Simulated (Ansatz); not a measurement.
Start from `BC(N)=O` and change one atom or group to get `NC(N)=O`.

Ansatz, PBE0-D4/def2-TZVP geometries, multiplicity 1. Each molecule was computed in one conformer, which needn't be the lowest. `BC(N)=O` holds a close contact that its SMILES doesn't draw: O···B 1.68 Å.

```
                             property  `BC(N)=O`
    HOMO energy (PBE/def2-TZVPP) / eV      -6.77
LUMO energy (ωB97M-V/def2-TZVPP) / eV       1.84
   LUMO energy (PBE0/def2-TZVPP) / eV       0.01
HOMO–LUMO gap (B3LYP/def2-TZVPP) / eV       7.70
    LUMO energy (PBE/def2-TZVPP) / eV      -1.14
  HOMO–LUMO gap (PBE/def2-TZVPP) / eV       5.64
```

(1) Give the same properties after the change, and the shifts. (An estimate is asked.)

Answers

(1) The calculation gave: 
| property | `NC(N)=O` | shift |
| --- | --- | --- |
| HOMO energy (PBE/def2-TZVPP) / eV | -5.83 | 0.94 |
| LUMO energy (ωB97M-V/def2-TZVPP) / eV | 2.04 | 0.20 |
| LUMO energy (PBE0/def2-TZVPP) / eV | 0.68 | 0.67 |
| HOMO–LUMO gap (B3LYP/def2-TZVPP) / eV | 7.53 | -0.17 |
| LUMO energy (PBE/def2-TZVPP) / eV | -0.14 | 1.00 |
| HOMO–LUMO gap (PBE/def2-TZVPP) / eV | 5.70 | 0.06 |

B3LYP here is the variant with VWN-RPA as its local correlation; programs differ in this.

Positive LUMOs are unbound, so they and the gaps depend on the basis.
